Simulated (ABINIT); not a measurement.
# CdSe (Cadmoselite) (P6_3mc) in ABINIT: band structure with r2SCAN

Aim: the band structure of CdSe (Cadmoselite) with r2SCAN.

All numbers are computed with ABINIT 10.8.3 (patched build); they aren't measurements. Logs are shortened: lines on timing, memory, paths and dates and some standing lists are left out, and cuts for length are marked. The log counts tension as positive stress, the text compression.

**What was measured.**

A printed reference work, data compilation reports, for a bulk crystal of CdSe at 2 K: band gap 1.841 eV.

The results are compared with them further down.

## Step 1: The crystal as given

The structure is hexagonal, space group P6_3mc (No. 186). Conventional cell: a = 4.300 Å, b = 4.300 Å, c = 7.020 Å, α = 90.00°, β = 90.00°, γ = 120.00°. Around Cd (site symmetry 3m) lie 4 Se at 2.61 to 2.70 Å. Se (site symmetry 3m) has 4 Cd at 2.61 to 2.70 Å as nearest neighbours.

## Step 2: Band structure, r2SCAN

run.abi

```
# Datasets: ground state, then fixed potential
ndtset 2

# Pseudopotentials
pp_dirpath "./"
pseudos "Cd.GGA_PBE-JTH.xml, Se.GGA_PBE-JTH.xml"

# Structure
acell 4.3 4.3 7.02 Angstrom
rprim
     1.0000000000     0.0000000000     0.0000000000
    -0.5000000000     0.8660254038     0.0000000000
     0.0000000000     0.0000000000     1.0000000000
ntypat 2
znucl 48 34
natom 4
typat 1 1 2 2
xred
     0.6666666667     0.3333333333     0.5000000000
     0.3333333333     0.6666666667     0.0000000000
     0.6666666667     0.3333333333     0.8850000000
     0.3333333333     0.6666666667     0.3850000000

# Plane-wave basis
ecut 707.496042 eV
pawecutdg 48.0

# Exchange and correlation
ixc -497498
usekden 1
pawxcdev 0

# Bands and occupations
occopt 3
tsmear 0.05 eV

# SCF cycle
nstep 100

# Output
iomode 3
prtwf 0
prteig 0
prtebands 0
enunit 1
prtden1 1
prtkden1 1

# Dataset 1
kptopt1 1
ngkpt1 7 7 4
nshiftk1 1
shiftk1 0.0 0.0 0.0
nband1 22
tolvrs1 1.0e-7

# Dataset 2: bands along G-M-K-G-A-L-H-A
iscf2 -2
getden2 1
getkden2 1
nband2 28
nbdbuf2 4
tolwfr2 1.0e-11
kptopt2 -7
ndivsm2 6
prteig2 1
prtvol2 -3
kptbounds2
     0.0000000000     0.0000000000     0.0000000000
     0.5000000000     0.0000000000     0.0000000000
     0.3333333333     0.3333333333     0.0000000000
     0.0000000000     0.0000000000     0.0000000000
     0.0000000000     0.0000000000     0.5000000000
     0.5000000000     0.0000000000     0.5000000000
     0.3333333333     0.3333333333     0.5000000000
     0.0000000000     0.0000000000     0.5000000000
```

Potentials or basis: JTH PAW PBE v2.0.

Command:

```sh
$ abinit run.abi > log 2>&1
```

run.abo:

```text
.Version 10.8.3 of ABINIT
 DATASET    1 : space group P6_3 m c (#186); Bravais hP (primitive hexag.)
================================================================================
 Values of the parameters that define the memory need for DATASET  1.
     intxc =       0    ionmov =       0      iscf =      17    lmnmax =      18
     lnmax =       6     mgfft =      64  mpssoang =       3    mqgrid =    4138
     natom =       4  nloc_mem =       2    nspden =       1   nspinor =       1
    nsppol =       1      nsym =      12    n1xccc =       1    ntypat =       2
    occopt =       3   xclevel =       2
       mpw =        4830          nfft =      102400          nkpt =          24
 PAW method is used; the additional fine FFT grid is defined by:
   mgfftf=        90    nfftf =    262440
================================================================================
================================================================================

 DATASET    2 : space group P6_3 m c (#186); Bravais hP (primitive hexag.)
================================================================================
 Values of the parameters that define the memory need for DATASET  2.
     intxc =       0    ionmov =       0      iscf =      -2    lmnmax =      18
     lnmax =       6     mgfft =      64  mpssoang =       3    mqgrid =    4138
     natom =       4  nloc_mem =       2    nspden =       1   nspinor =       1
    nsppol =       1      nsym =      12    n1xccc =       1    ntypat =       2
    occopt =       3   xclevel =       2
       mpw =        4854          nfft =      102400          nkpt =          69
 PAW method is used; the additional fine FFT grid is defined by:
   mgfftf=        90    nfftf =    262440
================================================================================
================================================================================

--------------------------------------------------------------------------------
------------- Echo of variables that govern the present computation ------------
--------------------------------------------------------------------------------
 -outvars: echo values of preprocessed input variables --------
            acell      8.1258223414E+00  8.1258223414E+00  1.3265877404E+01 Bohr
              amu      1.12411000E+02  7.89600000E+01
             ecut      2.60000000E+01 Hartree
           enunit           1
           getden1          0
           getden2          1
          getkden1          0
          getkden2          1
             iscf1         17
             iscf2         -2
              ixc     -497498
           jdtset        1    2
           kptopt1          1
           kptopt2         -7
         kptrlatt        7    0    0      0    7    0      0    0    4
          kptrlen1     5.30635096E+01
          kptrlen2     3.00000000E+01
            natom           4
            nband1         22
            nband2         28
           nbdbuf1          0
           nbdbuf2          4
           ndtset           2
           ndivsm1          0
           ndivsm2          6
            ngfft          40      40      64
          ngfftdg          54      54      90
             nkpt1         24
             nkpt2         69
            nstep         100
             nsym          12
           ntypat           2
           occopt           3
        pawecutdg      4.80000000E+01 Hartree
         pawxcdev           0
        prtebands           0
           prteig1          0
           prteig2          1
          prtkden           1
           prtvol1          0
           prtvol2         -3
            prtwf           0
            rprim      1.0000000000E+00  0.0000000000E+00  0.0000000000E+00
                      -5.0000000000E-01  8.6602540380E-01  0.0000000000E+00
                       0.0000000000E+00  0.0000000000E+00  1.0000000000E+00
           shiftk1     0.00000000E+00  0.00000000E+00  0.00000000E+00
           shiftk2     5.00000000E-01  5.00000000E-01  5.00000000E-01
          spgroup         186
[... 963 lines left out ...]
  2.9517E-01  2.9517E-01  3.7433E-01  3.9116E-01
 Non-SCF case, kpt   69 (  0.00000  0.00000  0.50000), residuals and eigenvalues=
  3.97E-12  8.65E-12  2.46E-12  3.61E-12  5.01E-12  8.64E-12  5.95E-12  9.99E-12
  3.16E-12  5.71E-12  8.62E-12  6.38E-12  6.40E-12  7.81E-12  3.10E-12  7.08E-13
  4.48E-12  6.19E-12  2.49E-12  6.66E-12  8.17E-12  3.24E-12  3.33E-12  7.22E-12
  8.89E-12  9.69E-12  3.32E-03  3.08E-03
 -4.2794E-01 -4.2794E-01 -2.5588E-01 -2.5588E-01 -2.5588E-01 -2.5588E-01
 -2.4699E-01 -2.4699E-01 -2.4132E-01 -2.4132E-01 -2.4132E-01 -2.4132E-01
 -4.9648E-02 -4.9648E-02  2.9959E-02  2.9959E-02  2.9959E-02  2.9959E-02
  1.4615E-01  1.4615E-01  2.7417E-01  2.7417E-01  2.9239E-01  2.9239E-01
  2.9239E-01  2.9239E-01  3.7602E-01  3.9723E-01

Result for kinetic energy density :

--------------------------------------------------------------------------------
 Total kinetic energy density [Ha/Bohr^3]
)     Maximum=    9.1138E-01  at reduced coord.    0.4074    0.7222    0.9667
)     Minimum=    4.4375E-04  at reduced coord.    0.0000    0.0000    0.1667
   Integrated=    3.2568E+01
--------------------------------------------------------------------------------

--- !ResultsGS
iteration_state: {dtset: 2, }
comment   : Summary of ground state results
lattice_vectors:
- [  8.1258223,   0.0000000,   0.0000000, ]
- [ -4.0629112,   7.0371686,   0.0000000, ]
- [  0.0000000,   0.0000000,  13.2658774, ]
lattice_lengths: [   8.12582,    8.12582,   13.26588, ]
lattice_angles: [ 90.000,  90.000, 120.000, ] # degrees, (23, 13, 12)
lattice_volume:   7.5857977E+02
convergence: {deltae:  0.000E+00, res2:  0.000E+00, residm:  9.999E-12, diffor:  0.000E+00, }
etotal    :  -5.66041293E+01
entropy   :   0.00000000E+00
fermie    :   6.65746284E-02
cartesian_stress_tensor: null
pressure_GPa: null
xred      :
- [  6.6667E-01,   3.3333E-01,   5.0000E-01, Cd]
- [  3.3333E-01,   6.6667E-01,   0.0000E+00, Cd]
- [  6.6667E-01,   3.3333E-01,   8.8500E-01, Se]
- [  3.3333E-01,   6.6667E-01,   3.8500E-01, Se]
cartesian_forces: null
force_length_stats: {min: null, max: null, mean: null, }
...

 Integrated electronic density in atomic spheres:
 ------------------------------------------------
 Atom  Sphere_radius  Integrated_density
    1        2.50234         10.42902239
    2        2.50234         10.42902239
    3        2.21132          3.99850664
    4        2.21132          3.99850664

================================================================================

 ----iterations are completed or convergence reached----

 Mean square residual over all n,k,spin=   59.857E-13; max=  99.994E-13
 reduced coordinates (array xred) for    4 atoms
       0.666666666667      0.333333333333      0.500000000000
       0.333333333333      0.666666666667      0.000000000000
       0.666666666667      0.333333333333      0.885000000000
       0.333333333333      0.666666666667      0.385000000000

 cartesian coordinates (angstrom) at end:
    1      2.15000000000000     1.24130307878000     3.51000000000000
    2      0.00000000000000     2.48260615756000     0.00000000000000
    3      2.15000000000000     1.24130307878000     6.21270000000000
    4      0.00000000000000     2.48260615756000     2.70270000000000
 length scales=  8.125822341403  8.125822341403 13.265877403873 bohr
              =  4.300000000000  4.300000000000  7.020000000000 angstroms
 Eigenvalues (   eV  ) for nkpt=  69  k points:
 kpt#   1, nband= 28, wtk=  1.00000, kpt=  0.0000  0.0000  0.0000 (reduced coord)
 -11.83499  -11.45656   -6.98921   -6.98921   -6.92850   -6.92850   -6.92714   -6.60172
  -6.60172   -6.53757   -6.53757   -6.25064   -3.09436    0.46580    0.46580    1.17658
   1.19238    1.19238    2.36561    3.76556    7.58586    7.58586    7.86480    8.73887
   8.73887    9.33715   10.17427   10.93123
 kpt#   2, nband= 28, wtk=  1.00000, kpt=  0.0455  0.0000  0.0000 (reduced coord)
 -11.82807  -11.45311   -6.98625   -6.98506   -6.92543   -6.92481   -6.92343   -6.60295
  -6.60191   -6.54013   -6.53705   -6.24676   -3.08038    0.35571    0.43622    0.99478
   1.16613    1.17482    2.55301    3.87609    7.48708    7.62598    7.90467    8.67634
   8.79280    9.28922    9.87996   10.48603
 kpt#   3, nband= 28, wtk=  1.00000, kpt=  0.0909  0.0000  0.0000 (reduced coord)
 -11.80773  -11.44311   -6.97760   -6.97259   -6.91727   -6.91407   -6.91111   -6.60657
  -6.60238   -6.54715   -6.53566   -6.23555   -3.03950    0.06633    0.35221    0.59602
   1.12251    1.12328    2.93283    4.15967    7.26254    7.73962    7.98945    8.53355
   8.95048    9.15651    9.90312   10.44768
 kpt#   4, nband= 28, wtk=  1.00000, kpt=  0.1364  0.0000  0.0000 (reduced coord)
 -11.77528  -11.42761   -6.96416   -6.95291   -6.90226   -6.89692   -6.89111   -6.61231
[... 314 lines left out ...]
 -11.62477  -11.62477   -6.95048   -6.95048   -6.94818   -6.94818   -6.71733   -6.71733
  -6.56640   -6.56640   -6.55901   -6.55901   -1.38499   -1.38499    0.52789    0.52789
   0.72104    0.72104    4.31559    4.31559    7.07791    7.07791    8.09095    8.09095
   8.17781    8.17781   10.32716   10.51423
 kpt#  68, nband= 28, wtk=  1.00000, kpt=  0.0256  0.0256  0.5000 (reduced coord)
 -11.63965  -11.63965   -6.95963   -6.95963   -6.95925   -6.95925   -6.71991   -6.71991
  -6.56650   -6.56650   -6.56471   -6.56471   -1.35820   -1.35820    0.73351    0.73351
   0.79163    0.79163    4.07111    4.07111    7.33038    7.33038    8.00100    8.00100
   8.03192    8.03192   10.18594   10.64404
 kpt#  69, nband= 28, wtk=  1.00000, kpt=  0.0000  0.0000  0.5000 (reduced coord)
 -11.64474  -11.64474   -6.96289   -6.96289   -6.96289   -6.96289   -6.72081   -6.72081
  -6.56656   -6.56656   -6.56656   -6.56656   -1.35099   -1.35099    0.81522    0.81522
   0.81522    0.81522    3.97693    3.97693    7.46062    7.46062    7.95623    7.95623
   7.95623    7.95623   10.23192   10.80912

== END DATASET(S) ==============================================================
================================================================================

 -outvars: echo values of variables after computation  --------
            acell      8.1258223414E+00  8.1258223414E+00  1.3265877404E+01 Bohr
           etotal1    -5.6604129297E+01
            fcart1    -0.0000000000E+00 -0.0000000000E+00  5.4763916114E-03
                      -0.0000000000E+00 -0.0000000000E+00  5.4763916114E-03
                      -0.0000000000E+00 -0.0000000000E+00 -5.4763916114E-03
                      -0.0000000000E+00 -0.0000000000E+00 -5.4763916114E-03
            rprim      1.0000000000E+00  0.0000000000E+00  0.0000000000E+00
                      -5.0000000000E-01  8.6602540380E-01  0.0000000000E+00
                       0.0000000000E+00  0.0000000000E+00  1.0000000000E+00
           strten1    -7.1089891254E-05 -7.1089891508E-05  1.6664271703E-07
                       0.0000000000E+00  0.0000000000E+00  0.0000000000E+00
           xangst      2.1500000000E+00  1.2413030788E+00  3.5100000000E+00
                       8.4494064756E-17  2.4826061576E+00  0.0000000000E+00
                       2.1500000000E+00  1.2413030788E+00  6.2127000000E+00
                       8.4494064756E-17  2.4826061576E+00  2.7027000000E+00
             xred      6.6666666667E-01  3.3333333333E-01  5.0000000000E-01
                       3.3333333333E-01  6.6666666667E-01  0.0000000000E+00
                       6.6666666667E-01  3.3333333333E-01  8.8500000000E-01
                       3.3333333333E-01  6.6666666667E-01  3.8500000000E-01
 Calculation completed.
```

It took 42 min on 1 thread of Arm Neoverse V1, shared host; peak memory 0.34 GiB.

What came out:

```
Free energy                                           : -1540.2768 eV
Pressure                                              : 1.4 GPa
Largest force                                         : 0.282 eV/Å
Band gap on the k mesh                                : 1.17 eV, direct
Band gap along the path                               : 1.17 eV, direct
Valence electrons inside the program's atomic spheres : Cd 10.43; Se 4.00
```

Forces in eV/Å, atoms in the order of the input:
```
Cd   0.000  0.000  0.282
Cd   0.000  0.000  0.282
Se   0.000  0.000 -0.282
Se   0.000  0.000 -0.282
```

Stress tensor (GPa, compression positive):
```
2.09 0.00 0.00
0.00 2.09 0.00
0.00 0.00 0.00
```

Levels at the corners of the path, in eV from the valence-band top:
```
point  band 16  band 17  band 18  band 19  band 20  band 21
    Γ    -0.02     0.00     0.00     1.17     2.57     6.39
    M    -1.89    -1.26    -0.85     3.67     3.68     5.12
    K    -1.82    -1.82    -1.82     4.65     5.26     5.26
    Γ    -0.02     0.00     0.00     1.17     2.57     6.39
    A    -0.38    -0.38    -0.38     2.78     2.78     6.27
    L    -1.41    -1.31    -1.31     3.38     3.38     5.21
    H    -2.54    -1.08    -1.08     4.26     4.26     6.22
    A    -0.38    -0.38    -0.38     2.78     2.78     6.27
```

Caveat: totals of a meta-GGA on PAW files have another zero than those of a GGA; the PAW data sets were made with another functional, which shifts forces and pressure a little.

## Step 3: Against experiment

Step 2. Against the measured gap of CdSe, 1.841 eV (2 K; a printed reference work, data compilation), the calculated 1.17 eV is off by -0.67 eV. Spin-orbit coupling on Cd, Se is left out. The value is that of r2SCAN, without temperature or zero-point motion.
